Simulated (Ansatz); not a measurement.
`CCC(O)S` + H₂ → `CCCS` + H₂O  (hydrogenolysis of a C–O bond)

Gas-phase electronic energies from Ansatz, PBE0-D4/def2-TZVP geometries. CBS: MP2 limit from def2 TZ/QZ plus the TZ coupled-cluster correction, frozen cores. This one scheme is used for every species. Functionals use def2-TZVPP. One conformer a species, not always the lowest.

`CCC(O)S`:

Z-matrix (Å, degrees):
```
C
C 1 1.519
H 1 1.090 2 111.0
H 1 1.092 2 110.6 3 -120.3
H 1 1.094 2 111.1 3 120.1
C 2 1.516 1 112.4 3 -59.9
H 2 1.095 1 110.2 3 60.8
H 2 1.092 1 110.6 3 179.2
S 6 1.831 2 108.7 1 -179.2
O 6 1.402 2 108.0 1 57.9
H 6 1.097 2 109.9 1 -63.2
H 9 1.342 6 96.6 2 153.4
H 10 0.960 6 108.8 2 169.2
```

H₂:

```xyz
2

H    -0.157    0.126    0.314
H     0.157   -0.126   -0.314
```

`CCCS`:

Cartesian coordinates in Å:
```
C -0.842 0.812 -0.677
C -0.390 -0.609 -0.396
C 0.921 -0.698 0.367
S 0.875 -0.063 2.065
H -0.075 1.371 -1.224
H -1.056 1.350 0.249
H -1.752 0.823 -1.280
H -0.260 -1.145 -1.343
H -1.164 -1.142 0.163
H 1.219 -1.743 0.486
H 1.727 -0.197 -0.174
H 0.796 1.242 1.764
```

H₂O:

Z-matrix (Å, degrees):
```
O
H 1 0.960
H 1 0.960 2 105.1
```

| species | PBE energy (Eh) |
| --- | --- |
| `CCC(O)S` | -592.21943 |
| H₂ | -1.16614 |
| `CCCS` | -517.03841 |
| H₂O | -76.38007 |

**Question.** Work out ΔE.

**Answer.** ΔE = (-517.03841) + (-76.38007) − (-592.21943) − (-1.16614) = -0.03291 Eh = -20.7 kcal/mol. CCSD(T)/CBS gives -22.4 kcal/mol.

Largest T1 diagnostic among the species: 0.010.

From PBE to PBE0 (25 % exact exchange), in def2-TZVPP and without D4, ΔE moves by −1.6 kcal/mol. The D4 term adds +1.1 kcal/mol with B3LYP and +0.6 kcal/mol with PBE0; it sums over pairs of atoms, weighted by their polarisabilities, and B3LYP, whose exchange is more repulsive, gets the larger term.

B3LYP here is the variant with VWN-RPA as its local correlation; programs differ in this.
